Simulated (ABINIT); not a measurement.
A run of ABINIT 10.8.3 (patched build):

The input run.abi:

```
# Datasets: one volume each
ndtset 7
getwfk -1
scalecart1 3*0.9795861087
scalecart2 3*0.9864848297
scalecart3 3*0.9932883884
scalecart4 3*1.0000000000
scalecart5 3*1.0066227096
scalecart6 3*1.0131594038
scalecart7 3*1.0196128224

# Pseudopotentials
pp_dirpath "./"
pseudos "In.upf, P.upf"

# Structure
acell 3*1.0
rprim
     0.0000000000     5.5378424082     5.5378424082
     5.5378424082     0.0000000000     5.5378424082
     5.5378424082     5.5378424082     0.0000000000
ntypat 2
znucl 49 15
natom 2
typat 1 2
xred
     0.0000000000     0.0000000000     0.0000000000
     0.7500000000     0.7500000000     0.7500000000

# Plane-wave basis
ecut 35.0

# k points
kptopt 1
ngkpt 8 8 8
nshiftk 1
shiftk 0.0 0.0 0.0

# Exchange and correlation
ixc 11

# Bands and occupations
nband 13
occopt 3
tsmear 0.05 eV

# SCF cycle
nstep 100
tolvrs 1.0e-10

# Output
iomode 3
prtwf 1
prtden 0
prteig 0
prtebands 0
```

Potentials or basis: PseudoDojo NC SR PBE v0.5 standard.

Run with:

```bash
$ abinit run.abi > log 2>&1
```

Hardware: 1 thread of AMD EPYC 9R45 96-Core Processor (Zen 5), on a shared host.

Q: How long does it take, and how much memory?

A: Wall time 2.9 min on 1 thread of AMD EPYC 9R45 96-Core Processor (Zen 5) (shared host), peak memory 0.13 GiB. Counts: scf iterations 73, mpi ranks 1, k points 29, bands 13, plane waves 3180.
